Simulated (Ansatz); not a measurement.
## TaN under changes of volume

One of the cells (10.776 Å³/atom); the others are scaled copies at fixed shape and fractional positions:

```
CELL_PARAMETERS angstrom
2.93800 0.00000 0.00000
-1.46900 2.54438 0.00000
0.00000 0.00000 2.88300
ATOMIC_POSITIONS crystal
Ta 0.00000 0.00000 0.50000
N 0.66667 0.33333 0.00000
```

| Item | Value |
| --- | --- |
| Program | Ansatz 0.2.0 |
| Functional | HSE06 |
| Potentials or basis | Ansatz PAW |
| Cutoff | 420 eV (not typed: the program's choice for these potentials) |
| k mesh | 6 × 6 × 6 |
| Occupations | fermi-dirac, width 0.05 eV |
| Spin | no spin polarisation |

```csv
volume (Å³/atom),energy over the lowest point (meV/atom),pressure (GPa)
10.129,33.93,21.8
10.345,11.10,12.4
10.560,0.18,4.0
10.776,0.00,-3.6
10.991,?,?
11.207,27.53,-16.5
11.422,53.45,-22.0
```

**Question.** What does the run at 10.991 Å³/atom give?

**Answer.** Energy over the lowest point 9.40 meV/atom; pressure -10.3 GPa.

Worked out: A Birch-Murnaghan fit of order 3 (a polynomial in V^(-2/3)) to the other rows has its minimum at 10.67 Å³/atom with B0 = V·E''(V) = 373 GPa and B' = 4.1 at fixed shape and positions, which overstates the stiffness. It gives 9.38 meV/atom at 10.991 Å³/atom, against the run's 9.40, and -dE/dV = -10.3 GPa, against -10.3.

Energies are extrapolated to zero smearing.

Caveats: all runs use coarse meshes; the PAW data sets come from PBE, with cores solved anew for the run's functional, which leaves a small shift of forces and pressure; the thresholds are loose for stress.
